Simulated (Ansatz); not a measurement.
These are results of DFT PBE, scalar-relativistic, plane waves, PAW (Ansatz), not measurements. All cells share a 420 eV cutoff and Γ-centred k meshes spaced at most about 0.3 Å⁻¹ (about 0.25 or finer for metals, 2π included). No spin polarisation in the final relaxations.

Temperature and zero-point effects are left out.

Compare these two cells of Sn2Ge3, each relaxed at this level.

A.

```cif
data_structure
_symmetry_space_group_name_H-M 'P4/mmm'
_symmetry_Int_Tables_number 123
_cell_length_a 4.2065
_cell_length_b 4.2065
_cell_length_c 7.0767
_cell_angle_alpha 90.000
_cell_angle_beta 90.000
_cell_angle_gamma 90.000
_cell_volume 125.22
loop_
_atom_site_label
_atom_site_type_symbol
_atom_site_symmetry_multiplicity
_atom_site_Wyckoff_symbol
_atom_site_fract_x
_atom_site_fract_y
_atom_site_fract_z
_atom_site_occupancy
Sn1 Sn 2 e 0.00000 0.50000 0.50000 1
Ge1 Ge 2 h 0.50000 0.50000 0.82283 1
Ge2 Ge 1 a 0.00000 0.00000 0.00000 1
```

B.

```cif
data_structure
_symmetry_space_group_name_H-M 'P6/mmm'
_symmetry_Int_Tables_number 191
_cell_length_a 4.8277
_cell_length_b 4.8277
_cell_length_c 8.5731
_cell_angle_alpha 90.000
_cell_angle_beta 90.000
_cell_angle_gamma 120.000
_cell_volume 173.04
loop_
_atom_site_label
_atom_site_type_symbol
_atom_site_symmetry_multiplicity
_atom_site_Wyckoff_symbol
_atom_site_fract_x
_atom_site_fract_y
_atom_site_fract_z
_atom_site_occupancy
Sn1 Sn 2 e 0.00000 0.00000 0.68864 1
Ge1 Ge 2 c 0.33333 0.66667 0.00000 1
Ge2 Ge 1 a 0.00000 0.00000 0.00000 1
```

**Question.** Which form is favoured at zero pressure, and by what margin per atom?

**Answer.** A is lower, by 0.30 eV/atom. A has space group P4/mmm (No. 123), 25.0 Å³/atom and no gap on its mesh; B has space group P6/mmm (No. 191), 34.6 Å³/atom and no gap. Counting Ge atoms around Sn (those within 1.25 times the shortest such distance or 1.15 times the sum of covalent radii; the shortest distance is added where it is long for a bond), A has Sn 4 from 3.1 Å and B has Sn 1. The denser one is the lower, and pressure would at first widen the difference. Even the lower one lies +0.40 eV/atom against the reference forms of the elements (uncorrected), so neither is stable at this level. Both come from invented guesses. A third cell relaxed alike, in Fmmm, lies 168 meV/atom below the lower of the two.

Cells relaxed within their symmetry can be saddle points.
